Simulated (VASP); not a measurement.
Set up this calculation in VASP 6.6.1, as the native input.

- Task: relaxation of cell and atoms
- Functional: PBEsol
- Potentials or basis: VASP PAW PBE potentials, release 64 (Sc_sv)
- Cutoff: 600 eV
- k mesh: 14 × 14 × 8
- Occupations: methfessel-paxton, width 0.1 eV
- Spin: no spin polarisation
- Further INCAR settings: ALGO = Fast; EDIFF = 1e-06; IBRION = 2; EDIFFG = -0.005; NSW = 60; ISIF = 3

The structure of Sc lies in POSCAR:

```
Sc
1.0
    3.2700000000      0.0000000000      0.0000000000
   -1.6350000000      2.8319030700      0.0000000000
    0.0000000000      0.0000000000      5.0900000000
Sc
2
Direct
    0.3333333300      0.6666666700      0.2500000000
    0.6666666700      0.3333333300      0.7500000000
```

The cell was built by a generator and needn't be a form met in nature.

The input as run:

INCAR

```
SYSTEM = Sc
PREC     = Accurate       ! precision mode
ENCUT    = 600            ! plane-wave cutoff, eV
EDIFF    = 1E-6           ! SCF threshold, eV
ISMEAR   = 1              ! smearing method
SIGMA    = 0.1            ! smearing width, eV
LREAL    = .FALSE.        ! projectors in reciprocal space
LASPH    = .TRUE.         ! aspherical terms in the spheres
NELM     = 120            ! most SCF steps
ALGO     = Fast           ! electronic algorithm
ISIF     = 3              ! what is computed and relaxed
LWAVE    = .FALSE.        ! write WAVECAR
LCHARG   = .FALSE.        ! write CHGCAR
GGA      = PS             ! functional
IBRION   = 2              ! ionic algorithm
NSW      = 60             ! ionic steps
EDIFFG   = -0.005         ! ionic threshold
```

KPOINTS

```
Automatic mesh
0
G
  14 14 8
  0 0 0
```

Potentials or basis: VASP PAW PBE potentials, release 64 (Sc_sv).

Command:

```console
$ cat potpaw_PBE.64/Sc_sv/POTCAR > POTCAR
$ mpirun -np 1 vasp_std > vasp.out
```

It gave:

```
Relaxed volume                         : 23.64 Å³/atom
Relaxed cell                           : a = 3.278 Å, b = 3.278 Å, c = 5.080 Å, α = 90.00°, β = 90.00°, γ = 120.00°
Space group after relaxing (to 0.05 Å) : P6_3/mmc (No. 194)
Energy gained by relaxing              : 0.1 meV/atom
Ionic steps                            : 7
Pressure after relaxing                : 0.0 GPa
Band gap on the k mesh                 : none (metal or under the smearing width)
```

Caveat: the PAW data sets were made with another functional, which shifts forces and pressure a little.

Run time: 5.2 min on 1 thread of Intel(R) Xeon(R) Platinum 8259CL CPU @ 2.50GHz (Skylake/Cascade Lake), on a shared host, peak memory 0.25 GiB.
